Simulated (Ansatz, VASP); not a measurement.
# SiC (Moissanite 3C) in VASP and in Ansatz

```
Si C
1.0
     0.00000    1.95223    1.95223
     1.95223    0.00000    1.95223
     1.95223    1.95223    0.00000
Si C
1 1
Cartesian
  0.0000 0.0000 0.0000
  0.9761 0.9761 0.9761
```

Alike in both runs: task single point; functional r2SCAN; k mesh 10 × 10 × 10; occupations gaussian, width 0.05 eV; no spin polarisation.

|  | VASP | Ansatz |
| --- | --- | --- |
| version | VASP 6.6.1 | Ansatz 0.2.0 |
| potentials or method | VASP PAW PBE potentials, release 64 (Si, C) | scalar-relativistic, plane waves, PAW |
| plane-wave cutoff (eV) | 520 | 500 |
| valence electrons in the cell | 8 | 8 |

|  | VASP | Ansatz | Ansatz less VASP |
| --- | --- | --- | --- |
| gap on the k mesh at the Fermi level (eV) | 1.44 | 1.42 | -0.025 |
| least direct gap on the mesh (eV) | 5.39 | 5.37 | -0.019 |

With one functional, cell and mesh, what is left measures potentials, basis and numerics.

 A k mesh can miss the band edges. r2SCAN opens gaps a little over a GGA but as a rule still falls short of measured ones.
